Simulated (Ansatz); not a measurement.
Runs of Ansatz 0.2.0 on I. Symmetry: Fmmm, No. 69, orthorhombic system. Conventional cell: a = 4.384 Å, b = 4.731 Å, c = 7.820 Å, α = 90.00°, β = 90.00°, γ = 90.00°. I (site symmetry mmm) is surrounded by 4 I at 3.23 Å. 

| task | level | cutoff (eV) | points for each segment of the path | gap on the mesh (eV) | pressure (GPa) |
| --- | --- | --- | --- | --- | --- |
| single point | PBE0 | 420 | - | none | -1.0 |
| band structure | r2SCAN | 500 | 14 | none | 0.0 |
| band structure | PBEsol | 420 | 14 | none | -1.4 |
| band structure | HSE06 | 420 | 4 | none | -0.8 |
| single point | r2SCAN0 | 500 | - | none | (a) |
| band structure | LDA | 420 | 14 | none | (b) |

Alike in all rows: potentials or basis Ansatz PAW; no spin polarisation; cell as given; k mesh 5 × 5 × 5; smearing fermi-dirac 0.05 eV; the mesh is coarse, so values aren't converged.

**Question.** Fill in the values left out.

**Answer.** (a) -1.2; (b) -2.3.

Caveats: all runs use coarse meshes; an odd number of electrons without spin polarisation forces a metal; a magnetic or distorted state may lie lower; the PAW data sets come from PBE, with cores solved anew for the run's functional, which leaves a small shift of forces and pressure; spin-orbit coupling is left out, which moves the levels of the heavy elements (some runs); the thresholds are loose for stress (some runs).

A k mesh can miss the band edges, and the runs leave out spin-orbit coupling on I.

A gap of «none» marks a metal or a gap under the smearing width.
